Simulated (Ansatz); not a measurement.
Calculated ¹⁷O nuclear quadrupole resonance for SiO2

Cell: a COD entry, its atoms then relaxed with PBE in this cell.

Space group P4_12_12 (No. 92); a = 4.9640, c = 6.9200 Å.

```csv
site,Wyckoff,site symmetry,x,y,z
Si,4a,..2,0.3059,0.3059,0.0000
O,8b,1,0.2366,0.1180,0.1858
```

One atom of each set is listed.

The numbers come from a DFT calculation in Ansatz (PBE, plane waves and PAW (field gradients read without the response of the frozen cores, which leaves them typically 4 to 6 % off), scalar-relativistic, 420 eV cutoff, Γ-centred 5×5×4 k-points, Fermi–Dirac smearing 0.02 eV).

¹⁷O: I = 5/2, Q = -25.58 mb (year-2017 value). Static lattice, zero field.

(1) Predict the zero-field ¹⁷O lines of each site.

Answers

(1) For I = 5/2 and η = 0 the lines are 3|C_Q|/20 and twice that; η pulls their ratio below 2.

```
site  atoms  V_zz (10²¹ V/m²)  C_Q (MHz)     η  line frequencies (MHz)
   O      8              9.71      -6.01  0.20             0.939, 1.79
```

At O V_zz runs parallel to the line that joins its two neighbours (within 1°).
